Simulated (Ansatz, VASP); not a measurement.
Given: the input of a run of VASP 6.6.1 on NiO.

The input INCAR:

```
ALGO = Normal
EDIFF = 1E-6
ENCUT = 520
GGA = PE
ISIF = 2
ISMEAR = -1
ISPIN = 2
LASPH = True
LCHARG = False
LMAXMIX = 4
LORBIT = 11
LREAL = False
LWAVE = False
MAGMOM = 1 0
NBANDS = 19
NELM = 150
PREC = Accurate
SIGMA = 0.05
```

The input KPOINTS:

```
k-points
0
Gamma
  10 10 10
```

Contents of POSCAR:

```
NiO
1.0
    0.0000000000      2.2845750783      2.2845750783
    2.2845750783      0.0000000000      2.2845750783
    2.2845750783      2.2845750783      0.0000000000
Ni O
1 1
Direct
    0.0000000000      0.0000000000      0.0000000000
    0.7500000000      0.7500000000      0.7500000000
```

Potentials or basis: VASP PAW PBE potentials, release 64 (Ni, O).

Run with:

```sh
$ cat potpaw_PBE.64/Ni/POTCAR potpaw_PBE.64/O/POTCAR > POTCAR
$ mpirun -np 1 vasp_std > vasp.out
```

**Question.** Translate it to Ansatz 0.2.0. Potentials there: all-electron LAPW, scalar-relativistic.

**Answer.** As run (the cutoff follows the program's own potentials):

input.yaml

```yaml
crystal:
  lattice:
    - [0.0, 2.2845750783, 2.2845750783]
    - [2.2845750783, 0.0, 2.2845750783]
    - [2.2845750783, 2.2845750783, 0.0]
  atoms:
    - { symbol: Ni, position: [0.0, 0.0, 0.0], spin: 1.0 }
    - { symbol: O, position: [0.75, 0.75, 0.75] }
kpoints:
  mp_grid: { grid: [10, 10, 10] }
scf:
  occupations: { method: fermi_dirac, width: 0.05 }
hamiltonian:
  xc: pbe
  pseudopotentials: { kind: all_electron, lapw: { basis_error: 0.0005 } }
magnetization:
  spin_polarized: true
output:
  forces: true
  stress: true
  eigenvalues: true
```

Potentials or basis: all-electron LAPW, scalar-relativistic.

Run with:

```console
$ ansatz run input.yaml --threads 2 --pin off --max-ram 6144MiB --backend cpu --events-out ev --progress --plain --runs-dir out
```

Both were run:

|  | VASP | Ansatz | Ansatz less VASP |
| --- | --- | --- | --- |
| gap on the k mesh at the Fermi level (eV) | none | none | - |
| pressure (GPa) | -7.1 | -7.4 | -0.26 |
| net moment per atom (μB) | 0.99 | 0.99 | +0.007 |
| size of the moment on the site where the two differ most (μB) | 1.54 | 1.57 | +0.029 |

Site moments also hang on the region over which each program counts them. A gap of «none» marks a metal or a gap that the smearing closes. Ansatz ran all-electron here, so the differences hold the error of VASP's frozen core and of both bases.

Caveats: a cell with one magnetic atom can't hold antiferromagnetic order, which such compounds often take; semilocal functionals often make such compounds metallic where correlation or magnetic order opens a gap, which also shifts bond lengths.
